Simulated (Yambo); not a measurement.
A run of Yambo 5.3.0:

Contents of optics1.in:

```
optics
chi
Chimod= "HARTREE"
% BndsRnXd
 1 | 34 |
%
NGsBlkXd= 3 Ry
% LongDrXd
 1 | 0 | 0 |
%
% QpntsRXd
 1 | 1 |
%
% EnRngeXd
 0 | 20 | eV
%
% DmRngeXd
 0.1 | 0.1 | eV
%
ETStpsXd= 200
```

Contents of scf.in:

```
&CONTROL
  calculation = 'scf'
  prefix = 'pwscf'
  outdir = './tmp'
  pseudo_dir = './pseudo'
/
&SYSTEM
  ibrav = 0
  nat = 2
  ntyp = 2
  ecutwfc = 84
  nbnd = 15
  occupations = 'smearing'
  smearing = 'fd'
  degauss = 0.00367493
  force_symmorphic = .true.
/
&ELECTRONS
  conv_thr = 4d-10
  electron_maxstep = 120
  mixing_beta = 0.5
/
ATOMIC_SPECIES
As    74.9216 As.upf
B     10.8100 B.upf
CELL_PARAMETERS angstrom
   0.0000000000    2.3885000000    2.3885000000
   2.3885000000    0.0000000000    2.3885000000
   2.3885000000    2.3885000000    0.0000000000
ATOMIC_POSITIONS crystal
As     0.7500000000    0.7500000000    0.7500000000
B      0.0000000000    0.0000000000    0.0000000000
K_POINTS automatic
10 10 10 0 0 0
```

nscf.in

```
&CONTROL
  calculation = 'nscf'
  prefix = 'pwscf'
  outdir = './tmp'
  pseudo_dir = './pseudo'
/
&SYSTEM
  ibrav = 0
  nat = 2
  ntyp = 2
  ecutwfc = 84
  nbnd = 159
  occupations = 'fixed'
  force_symmorphic = .true.
/
&ELECTRONS
  conv_thr = 1d-08
  diago_full_acc = .true.
  diago_thr_init = 1d-06
/
ATOMIC_SPECIES
As    74.9216 As.upf
B     10.8100 B.upf
CELL_PARAMETERS angstrom
   0.0000000000    2.3885000000    2.3885000000
   2.3885000000    0.0000000000    2.3885000000
   2.3885000000    2.3885000000    0.0000000000
ATOMIC_POSITIONS crystal
As     0.7500000000    0.7500000000    0.7500000000
B      0.0000000000    0.0000000000    0.0000000000
K_POINTS automatic
4 4 4 0 0 0
```

Potentials or basis: PseudoDojo 0.5 SR PBE standard.

Run with:

```sh
$ OMP_NUM_THREADS=1 pw.x -in scf.in > scf.out
$ OMP_NUM_THREADS=1 pw.x -in nscf.in > nscf.out
$ cd tmp/pwscf.save; p2y; mv SAVE ../..; cd ../..
$ OMP_NUM_THREADS=1 yambo
$ OMP_NUM_THREADS=1 yambo -F optics1.in -J optics1 -C optics1_out
```

Hardware: 1 thread of Arm Neoverse V1, on a shared host.

Question: Estimate the wall time of this run.

Answer: Run time: 62 s on 1 thread of Arm Neoverse V1, with other jobs on the host.
